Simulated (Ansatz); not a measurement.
The system is ZnF2.

```
CELL_PARAMETERS angstrom
4.70480 0.00000 0.00000
0.00000 4.70480 0.00000
0.00000 0.00000 3.13380
ATOMIC_POSITIONS crystal
Zn 0.50000 0.50000 0.50000
Zn 0.00000 0.00000 0.00000
F 0.80240 0.19760 0.50000
F 0.69760 0.69760 0.00000
F 0.19760 0.80240 0.50000
F 0.30240 0.30240 0.00000
```

Base run:

```yaml
Program: Ansatz 0.2.0
Functional: PBE
Potentials_or_basis: Ansatz PAW
Cutoff: 420 eV
Density_cutoff: 1680 eV
k_mesh: 6 × 6 × 9
Occupations: fermi-dirac, width 0.05 eV
Spin: no spin polarisation
```

Its results: band gap on the k mesh 3.55 eV, direct; pressure 5.9 GPa; largest force 0.019 eV/Å.

**Question.** After a change of settings the same cell gave: band gap on the k mesh 4.25 eV, direct; pressure -0.4 GPa; largest force 0.049 eV/Å. Which change was it?
A. functional from PBE to PBEsol
B. functional from PBE to r2SCAN; cutoff from 420 eV to 500 eV; density cutoff from 1680 eV to 2000 eV
C. functional from PBE to LDA

**Answer.** B.

r2SCAN gives the wider gap, since meta-GGAs in the generalised Kohn-Sham scheme recover part of the derivative discontinuity.

Caveats: the PAW data sets come from PBE, with cores solved anew for the run's functional, which leaves a small shift of forces and pressure (some runs).

Not every run made on this cell is shown here.
